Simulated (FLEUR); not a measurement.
# TiAl3 (Pm-3m) in FLEUR: further runs

The runs below take TiAl3 through band structure, equation of state, with r2SCAN.

Everything below comes from runs of FLEUR MaX-R8.1 (later development tree). Logs are shortened: lines on timing, memory, paths and dates and some standing lists are left out, and cuts for length are marked.

## (1) The crystal as given

It takes space group Pm-3m (No. 221, cubic). Conventional cell: a = 3.956 Å, b = 3.956 Å, c = 3.956 Å, α = 90.00°, β = 90.00°, γ = 90.00°. Ti (site symmetry m-3m) is surrounded by 12 Al at 2.80 Å. Al (site symmetry 4/mmm) is surrounded by 4 Ti at 2.80 Å and 8 Al at 2.80 Å.

The cell comes from a database or a generator and needn't be the stable form of this composition.

## (2) Band structure, r2SCAN

inp.xml reads:

```xml
<?xml version="1.0" encoding="UTF-8" standalone="no"?>
<fleurInput fleurInputVersion="0.39">
   <comment>
      TiAl3                                                                                               
   </comment>
   <calculationSetup>
      <cutoffs Kmax="4.28" Gmax="13.3" GmaxXC="13.3" numbands="0"/>
      <scfLoop itmax="80" minDistance="0.0001" maxIterBroyd="30" imix="Anderson" alpha="0.05" precondParam="0.0" spinf="2.0" sdNocoIR="T"/>
      <coreElectrons ctail="F" frcor="F" kcrel="0" coretail_lmax="0"/>
      <xcFunctional name="LibXC" relativisticCorrections="F">
         <LibXCName exchange="mgga_x_r2scan" correlation="mgga_c_r2scan"/>
         <AuxGGA exchange="117" correlation="130"/>
      </xcFunctional>
      <magnetism jspins="1"/>
      <soc l_soc="F" theta="0.0" phi="0.0" spav="F"/>
      <expertModes spex="0" secvar="F"/>
      <geometryOptimization l_f="F" forcealpha="1.0" forcemix="BFGS" epsdisp="0.00001" epsforce="0.00001"/>
      <ldaU l_linMix="F" mixParam="0.05" spinf="1.0"/>
   </calculationSetup>
   <cell>
      <bzIntegration valenceElectrons="45.0" mode="hist" fermiSmearingEnergy="0.00183747">
         <kPointListSelection listName="default-1"/>
         <!-- k-points included here -->
         <xi:include xmlns:xi="http://www.w3.org/2001/XInclude" href="kpts.xml"> </xi:include>
      </bzIntegration>
      <!-- symmetry operations included here -->
[... 37 lines left out ...]
         <lo type="SCLO" l="1" n="2" eDeriv="0"/>
         <lo type="SCLO" l="2" n="3" eDeriv="2"/>
         <lo type="SCLO" l="3" n="4" eDeriv="2"/>
      </species>
   </atomSpecies>
   <atomGroups>
      <atomGroup species="Titanium (Ti)">
         <relPos label="                   1">.0000000000 .0000000000 .0000000000</relPos>
         <force calculate="T" relaxXYZ="TTT"/>
      </atomGroup>
      <atomGroup species="Aluminum (Al)">
         <relPos label="                   2">.0000000000 1.000/2.000 1.000/2.000</relPos>
         <relPos label="                   3">1.000/2.000 .0000000000 1.000/2.000</relPos>
         <relPos label="                   4">1.000/2.000 1.000/2.000 .0000000000</relPos>
         <force calculate="T" relaxXYZ="TTT"/>
      </atomGroup>
   </atomGroups>
   <output dos="F" band="F" slice="F">
      <checks vchk="F" cdinf="F"/>
      <bandDOS minEnergy="-.5*Htr" maxEnergy="0.5*Htr" sigma="0.015" storeEVData="T"/>
      <vacuumDOS vacdos="F" integ="F" star="F" nstars="0" locx1="0.0" locy1="0.0" locx2="0.0" locy2="0.0" nstm="0" tworkf="0.0"/>
      <unfoldingBand unfoldBand="F" supercellX="1" supercellY="1" supercellZ="1"/>
      <plotting iplot="0" polar="F">
         <plot TwoD="T" vec1="  1.0  0.0  0.0" vec2="  0.0  1.0  0.0" vec3="  0.0  0.0  1.0" zero="  0.0  0.0  0.0" file="plot"/>
      </plotting>
      <chargeDensitySlicing numkpt="0" minEigenval="0.0" maxEigenval="0.0" nnne="0" pallst="F"/>
      <specialOutput eonly="F"/>
      <moessbauerParams electricFieldGradient="T" isomerShift="T" coreHyperfine="T" valenceHyperfine="T"/>
      <magneticCircularDichroism mcd="F" energyLo="-10.0" energyUp="0.0"/>
   </output>
  <!-- We include the file relax.xml here to enable relaxations (see documentation) -->
  <xi:include xmlns:xi="http://www.w3.org/2001/XInclude" href="relax.xml"> <xi:fallback/> </xi:include>
</fleurInput>
```

crystal.txt reads:

```
TiAl3
&input cartesian=F /
3.9556712500  0.0000000000  0.0000000000
0.0000000000  3.9556712500  0.0000000000
0.0000000000  0.0000000000  3.9556712500
1.8897261246
1.0 1.0 1.0

4
22 0.0000000000  0.0000000000  0.0000000000
13 0.0000000000  0.5000000000  0.5000000000
13 0.5000000000  0.0000000000  0.5000000000
13 0.5000000000  0.5000000000  0.0000000000

&kpt div1=7 div2=7 div3=7 gamma=T /
```

inp.xml (bands) reads:

```
<?xml version="1.0" encoding="UTF-8" standalone="no"?>
<fleurInput fleurInputVersion="0.39">
   <comment>
      TiAl3                                                                                               
   </comment>
   <calculationSetup>
      <cutoffs Kmax="4.28" Gmax="13.3" GmaxXC="13.3" numbands="0"/>
      <scfLoop itmax="80" minDistance="0.0001" maxIterBroyd="30" imix="Anderson" alpha="0.05" precondParam="0.0" spinf="2.0" sdNocoIR="T"/>
      <coreElectrons ctail="F" frcor="F" kcrel="0" coretail_lmax="0"/>
      <xcFunctional name="LibXC" relativisticCorrections="F">
         <LibXCName exchange="mgga_x_r2scan" correlation="mgga_c_r2scan"/>
         <AuxGGA exchange="117" correlation="130"/>
      </xcFunctional>
      <magnetism jspins="1"/>
      <soc l_soc="F" theta="0.0" phi="0.0" spav="F"/>
      <expertModes spex="0" secvar="F"/>
      <geometryOptimization l_f="F" forcealpha="1.0" forcemix="BFGS" epsdisp="0.00001" epsforce="0.00001"/>
      <ldaU l_linMix="F" mixParam="0.05" spinf="1.0"/>
   </calculationSetup>
   <cell>
      <bzIntegration valenceElectrons="45.0" mode="hist" fermiSmearingEnergy="0.00183747">
         <kPointListSelection listName="path-1"/>
         <!-- k-points included here -->
         <xi:include xmlns:xi="http://www.w3.org/2001/XInclude" href="kpts.xml"> </xi:include>
      </bzIntegration>
      <!-- symmetry operations included here -->
      <xi:include xmlns:xi="http://www.w3.org/2001/XInclude" href="sym.xml"> </xi:include>
[... 37 lines left out ...]
         <lo type="SCLO" l="2" n="3" eDeriv="2"/>
         <lo type="SCLO" l="3" n="4" eDeriv="2"/>
      </species>
   </atomSpecies>
   <atomGroups>
      <atomGroup species="Titanium (Ti)">
         <relPos label="                   1">.0000000000 .0000000000 .0000000000</relPos>
         <force calculate="T" relaxXYZ="TTT"/>
      </atomGroup>
      <atomGroup species="Aluminum (Al)">
         <relPos label="                   2">.0000000000 1.000/2.000 1.000/2.000</relPos>
         <relPos label="                   3">1.000/2.000 .0000000000 1.000/2.000</relPos>
         <relPos label="                   4">1.000/2.000 1.000/2.000 .0000000000</relPos>
         <force calculate="T" relaxXYZ="TTT"/>
      </atomGroup>
   </atomGroups>
   <output dos="F" band="T" slice="F">
      <checks vchk="F" cdinf="F"/>
      <bandDOS minEnergy="-.5*Htr" maxEnergy="0.5*Htr" sigma="0.015" storeEVData="T"/>
      <vacuumDOS vacdos="F" integ="F" star="F" nstars="0" locx1="0.0" locy1="0.0" locx2="0.0" locy2="0.0" nstm="0" tworkf="0.0"/>
      <unfoldingBand unfoldBand="F" supercellX="1" supercellY="1" supercellZ="1"/>
      <plotting iplot="0" polar="F">
         <plot TwoD="T" vec1="  1.0  0.0  0.0" vec2="  0.0  1.0  0.0" vec3="  0.0  0.0  1.0" zero="  0.0  0.0  0.0" file="plot"/>
      </plotting>
      <chargeDensitySlicing numkpt="0" minEigenval="0.0" maxEigenval="0.0" nnne="0" pallst="F"/>
      <specialOutput eonly="F"/>
      <moessbauerParams electricFieldGradient="T" isomerShift="T" coreHyperfine="T" valenceHyperfine="T"/>
      <magneticCircularDichroism mcd="F" energyLo="-10.0" energyUp="0.0"/>
   </output>
  <!-- We include the file relax.xml here to enable relaxations (see documentation) -->
  <xi:include xmlns:xi="http://www.w3.org/2001/XInclude" href="relax.xml"> <xi:fallback/> </xi:include>
</fleurInput>
```

Potentials or basis: all-electron, FLAPW.

Command:

```bash
$ inpgen -f crystal.txt -profile fastHighL
$ # inp.xml edited to the form shown
$ fleur_MPI
$ fleur_MPI   # second run, on inp.xml (bands)
```

Output:

```text
Welcome to FLEUR        (www.flapw.de)
      MaX-Release 8.1          (www.max-centre.eu)
 func_ids         498         497         498         497
 MetaGGA potential functional detected - V_tau will be computed
 Auxiliary Potential for radial basis: exchange=         117  correlation=         130
The functional 'Re-regularized SCAN exchange by Furness et al' is an exchange functional, it belongs to the 'MGGA' family and is defined in the reference(s):
[1] J. W. Furness, A. D. Kaplan, J. Ning, J. P. Perdew, and J. Sun.,  J. Phys. Chem. Lett. 11, 8208-8215 (2020)
[2] J. W. Furness, A. D. Kaplan, J. Ning, J. P. Perdew, and J. Sun.,  J. Phys. Chem. Lett. 11, 9248-9248 (2020)
The functional 'Re-regularized SCAN correlation by Furness et al' is a correlation functional, it belongs to the 'MGGA' family and is defined in the reference(s):
[1] J. W. Furness, A. D. Kaplan, J. Ning, J. P. Perdew, and J. Sun.,  J. Phys. Chem. Lett. 11, 8208-8215 (2020)
[2] J. W. Furness, A. D. Kaplan, J. Ning, J. P. Perdew, and J. Sun.,  J. Phys. Chem. Lett. 11, 9248-9248 (2020)
 Using same functional for VXC and EXC

 ========== k-point set info ==========
 Selected k-point list: default-1
 k-point list type: mesh
 7 x 7 x 7
 Number of k points: 20

 ------------Calculation Setup---------------------------
 Number of MPI-tasks      :            1
 Number of PE/node        :            1
 Number of OMP-threads    :            1
 Most efficient MPI parallelization for:
           1           2           4           5          10          20
 Additional eigenvalue parallelization possible
 Number of basis functions:          704
 Approximate size of matrices (H+S) per k-point:         0.007 GB
 --------------------------------------------------------
The functional 'Hammer, Hansen, and Norskov' is an exchange functional, it belongs to the 'GGA' family and is defined in the reference(s):
[1] B. Hammer, L. B. Hansen, and J. K. Nørskov.,  Phys. Rev. B 59, 7413 (1999)
The functional 'Perdew, Burke & Ernzerhof' is a correlation functional, it belongs to the 'GGA' family and is defined in the reference(s):
[1] J. P. Perdew, K. Burke, and M. Ernzerhof.,  Phys. Rev. Lett. 77, 3865 (1996)
[2] J. P. Perdew, K. Burke, and M. Ernzerhof.,  Phys. Rev. Lett. 78, 1396 (1997)
 Using same functional for VXC and EXC
 Using auxiliary GGA potential for the first iteration of MetaGGA calculation.
 Reset of history
 Reset of history
 Iteration:     1   Distance:      13.53566776 me/bohr^3
The functional 'Hammer, Hansen, and Norskov' is an exchange functional, it belongs to the 'GGA' family and is defined in the reference(s):
[1] B. Hammer, L. B. Hansen, and J. K. Nørskov.,  Phys. Rev. B 59, 7413 (1999)
The functional 'Perdew, Burke & Ernzerhof' is a correlation functional, it belongs to the 'GGA' family and is defined in the reference(s):
[1] J. P. Perdew, K. Burke, and M. Ernzerhof.,  Phys. Rev. Lett. 77, 3865 (1996)
[2] J. P. Perdew, K. Burke, and M. Ernzerhof.,  Phys. Rev. Lett. 78, 1396 (1997)
 Using same functional for VXC and EXC
 Iteration:     2   Distance:      13.19083405 me/bohr^3
The functional 'Hammer, Hansen, and Norskov' is an exchange functional, it belongs to the 'GGA' family and is defined in the reference(s):
[1] B. Hammer, L. B. Hansen, and J. K. Nørskov.,  Phys. Rev. B 59, 7413 (1999)
The functional 'Perdew, Burke & Ernzerhof' is a correlation functional, it belongs to the 'GGA' family and is defined in the reference(s):
[1] J. P. Perdew, K. Burke, and M. Ernzerhof.,  Phys. Rev. Lett. 77, 3865 (1996)
[2] J. P. Perdew, K. Burke, and M. Ernzerhof.,  Phys. Rev. Lett. 78, 1396 (1997)
 Using same functional for VXC and EXC
 Iteration:     3   Distance:      12.49152730 me/bohr^3
The functional 'Hammer, Hansen, and Norskov' is an exchange functional, it belongs to the 'GGA' family and is defined in the reference(s):
[1] B. Hammer, L. B. Hansen, and J. K. Nørskov.,  Phys. Rev. B 59, 7413 (1999)
The functional 'Perdew, Burke & Ernzerhof' is a correlation functional, it belongs to the 'GGA' family and is defined in the reference(s):
[1] J. P. Perdew, K. Burke, and M. Ernzerhof.,  Phys. Rev. Lett. 77, 3865 (1996)
[2] J. P. Perdew, K. Burke, and M. Ernzerhof.,  Phys. Rev. Lett. 78, 1396 (1997)
 Using same functional for VXC and EXC
 Iteration:     4   Distance:       2.52266936 me/bohr^3
The functional 'Hammer, Hansen, and Norskov' is an exchange functional, it belongs to the 'GGA' family and is defined in the reference(s):
[1] B. Hammer, L. B. Hansen, and J. K. Nørskov.,  Phys. Rev. B 59, 7413 (1999)
The functional 'Perdew, Burke & Ernzerhof' is a correlation functional, it belongs to the 'GGA' family and is defined in the reference(s):
[1] J. P. Perdew, K. Burke, and M. Ernzerhof.,  Phys. Rev. Lett. 77, 3865 (1996)
[2] J. P. Perdew, K. Burke, and M. Ernzerhof.,  Phys. Rev. Lett. 78, 1396 (1997)
 Using same functional for VXC and EXC
 Iteration:     5   Distance:       1.03973896 me/bohr^3
The functional 'Hammer, Hansen, and Norskov' is an exchange functional, it belongs to the 'GGA' family and is defined in the reference(s):
[1] B. Hammer, L. B. Hansen, and J. K. Nørskov.,  Phys. Rev. B 59, 7413 (1999)
The functional 'Perdew, Burke & Ernzerhof' is a correlation functional, it belongs to the 'GGA' family and is defined in the reference(s):
[1] J. P. Perdew, K. Burke, and M. Ernzerhof.,  Phys. Rev. Lett. 77, 3865 (1996)
[2] J. P. Perdew, K. Burke, and M. Ernzerhof.,  Phys. Rev. Lett. 78, 1396 (1997)
 Using same functional for VXC and EXC
 Iteration:     6   Distance:       0.85242092 me/bohr^3
The functional 'Hammer, Hansen, and Norskov' is an exchange functional, it belongs to the 'GGA' family and is defined in the reference(s):
[1] B. Hammer, L. B. Hansen, and J. K. Nørskov.,  Phys. Rev. B 59, 7413 (1999)
The functional 'Perdew, Burke & Ernzerhof' is a correlation functional, it belongs to the 'GGA' family and is defined in the reference(s):
[1] J. P. Perdew, K. Burke, and M. Ernzerhof.,  Phys. Rev. Lett. 77, 3865 (1996)
[2] J. P. Perdew, K. Burke, and M. Ernzerhof.,  Phys. Rev. Lett. 78, 1396 (1997)
 Using same functional for VXC and EXC
[... 33 lines left out ...]
[2] J. P. Perdew, K. Burke, and M. Ernzerhof.,  Phys. Rev. Lett. 78, 1396 (1997)
 Using same functional for VXC and EXC
 Iteration:    12   Distance:       0.01290545 me/bohr^3
The functional 'Hammer, Hansen, and Norskov' is an exchange functional, it belongs to the 'GGA' family and is defined in the reference(s):
[1] B. Hammer, L. B. Hansen, and J. K. Nørskov.,  Phys. Rev. B 59, 7413 (1999)
The functional 'Perdew, Burke & Ernzerhof' is a correlation functional, it belongs to the 'GGA' family and is defined in the reference(s):
[1] J. P. Perdew, K. Burke, and M. Ernzerhof.,  Phys. Rev. Lett. 77, 3865 (1996)
[2] J. P. Perdew, K. Burke, and M. Ernzerhof.,  Phys. Rev. Lett. 78, 1396 (1997)
 Using same functional for VXC and EXC
 Iteration:    13   Distance:       0.00123157 me/bohr^3
The functional 'Hammer, Hansen, and Norskov' is an exchange functional, it belongs to the 'GGA' family and is defined in the reference(s):
[1] B. Hammer, L. B. Hansen, and J. K. Nørskov.,  Phys. Rev. B 59, 7413 (1999)
The functional 'Perdew, Burke & Ernzerhof' is a correlation functional, it belongs to the 'GGA' family and is defined in the reference(s):
[1] J. P. Perdew, K. Burke, and M. Ernzerhof.,  Phys. Rev. Lett. 77, 3865 (1996)
[2] J. P. Perdew, K. Burke, and M. Ernzerhof.,  Phys. Rev. Lett. 78, 1396 (1997)
 Using same functional for VXC and EXC
 Iteration:    14   Distance:       0.00174141 me/bohr^3
The functional 'Hammer, Hansen, and Norskov' is an exchange functional, it belongs to the 'GGA' family and is defined in the reference(s):
[1] B. Hammer, L. B. Hansen, and J. K. Nørskov.,  Phys. Rev. B 59, 7413 (1999)
The functional 'Perdew, Burke & Ernzerhof' is a correlation functional, it belongs to the 'GGA' family and is defined in the reference(s):
[1] J. P. Perdew, K. Burke, and M. Ernzerhof.,  Phys. Rev. Lett. 77, 3865 (1996)
[2] J. P. Perdew, K. Burke, and M. Ernzerhof.,  Phys. Rev. Lett. 78, 1396 (1997)
 Using same functional for VXC and EXC
 Iteration:    15   Distance:       0.00013913 me/bohr^3
The functional 'Hammer, Hansen, and Norskov' is an exchange functional, it belongs to the 'GGA' family and is defined in the reference(s):
[1] B. Hammer, L. B. Hansen, and J. K. Nørskov.,  Phys. Rev. B 59, 7413 (1999)
The functional 'Perdew, Burke & Ernzerhof' is a correlation functional, it belongs to the 'GGA' family and is defined in the reference(s):
[1] J. P. Perdew, K. Burke, and M. Ernzerhof.,  Phys. Rev. Lett. 77, 3865 (1996)
[2] J. P. Perdew, K. Burke, and M. Ernzerhof.,  Phys. Rev. Lett. 78, 1396 (1997)
 Using same functional for VXC and EXC
 Iteration:    16   Distance:       0.00002462 me/bohr^3

 ********************************************************************
 Run finished successfully
 Stop message:
   all done
 ********************************************************************
```

Wall time 93 s (1 thread of Intel Xeon at 2.70GHz, shared host); peak memory 0.1 GiB.

What came out:

- Free energy: -43070.0598 eV
- Band gap along the path: none (metal or under the smearing width)
- Valence electrons inside the program's atomic spheres: Ti 10.88; Al 9.46 (radii Ti 2.6, Al 2.29 bohr)

Levels at the corners of the path, in eV from the Fermi level:
```tsv
point	band 20	band 21	band 22	band 23	band 24	band 25
Γ	-2.47	-2.47	-2.47	0.07	0.07	0.07
X	-2.53	-2.37	0.33	0.62	0.62	0.85
M	-5.51	-1.44	-1.44	0.56	1.02	1.04
Γ	-2.47	-2.47	-2.47	0.07	0.07	0.07
R	-5.47	-3.95	-3.95	-3.95	0.16	1.40
X	-2.53	-2.37	0.33	0.62	0.62	0.85
M	-5.51	-1.44	-1.44	0.56	1.02	1.04
R	-5.47	-3.95	-3.95	-3.95	0.16	1.40
```

Core levels (eV from the Fermi level):
| atom | levels |
| --- | --- |
| 1 Ti | 1s1/2 -4863.8, 2s1/2 -531.9, 2p1/2 -442.9, 2p3/2 -437.1 |
| 2 Al | 1s1/2 -1506.2 |
| 3 Al | 1s1/2 -1506.2 |
| 4 Al | 1s1/2 -1506.2 |

Caveat: the meta-GGA is that of a development version, with a GGA for the radial functions and cores and without core tails.

(Continued in part 2 of 2.)
